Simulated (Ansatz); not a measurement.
A calculation with Ansatz 0.2.0 of Na (native input, Cartesian positions):

File input.yaml:

```yaml
crystal:
  lattice:
    - [-2.141, 2.141, 2.141]
    - [2.141, -2.141, 2.141]
    - [2.141, 2.141, -2.141]
  atoms:
    - { symbol: Na, spin: 0.5, spin_axis: [0.0, 0.0, 0.5], position_ang: [0.0, 0.0, 0.0] }
hamiltonian:
  xc: lda
  pseudopotentials: { kind: paw, partial_waves: polarizable }
magnetization:
  noncollinear: true
  spin_orbit: false
kpoints:
  mp_grid: { grid: [9, 9, 9] }
scf:
  occupations: { method: tetrahedron }
output:
  forces: true
  stress: true
  xc_energy_on_converged_density: [pbe, pbesol, rpbe, revpbe, blyp]
```

Potentials or basis: Ansatz PAW polarizable.

Command:

```sh
$ ansatz run input.yaml --threads 1 --pin off --max-ram 2560MiB --backend cpu --events-out ev --progress --plain --runs-dir out
```

Write the same calculation in another form: native input, structure typed inline.

As run:

Contents of input.yaml:

```yaml
crystal:
  lattice:
    - [-2.141, 2.141, 2.141]
    - [2.141, -2.141, 2.141]
    - [2.141, 2.141, -2.141]
  atoms:
    - { symbol: Na, position: [0.0, 0.0, 0.0], spin: 0.5, spin_axis: [0.0, 0.0, 0.5] }
hamiltonian:
  xc: lda
  pseudopotentials: { kind: paw, partial_waves: polarizable }
magnetization:
  noncollinear: true
  spin_orbit: false
kpoints:
  mp_grid: { grid: [9, 9, 9] }
scf:
  occupations: { method: tetrahedron }
output:
  forces: true
  stress: true
  xc_energy_on_converged_density: [pbe, pbesol, rpbe, revpbe, blyp]
```

Potentials or basis: Ansatz PAW polarizable.

Run with:

```console
$ ansatz run input.yaml --threads 1 --pin off --max-ram 2560MiB --backend cpu --events-out ev --progress --plain --runs-dir out
```

Both were run:

|  | native input, Cartesian positions | native input, structure typed inline |
| --- | --- | --- |
| Pressure | -1.1 GPa | -1.1 GPa |
| Band gap on the k mesh | none (metal or under the smearing width) | none (metal or under the smearing width) |
| Net moment | 0.00 μB per cell | 0.00 μB per cell |
| Absolute moment | 0.00 μB per cell | 0.00 μB per cell |

Keys that steer only the numerical path or the files written may differ.

Caveat: the PAW data sets come from PBE, with cores solved anew for the run's functional, which leaves a small shift of forces and pressure; with tetrahedron occupations forces and stress needn't match the slope of the energy; the starting moments weren't kept.
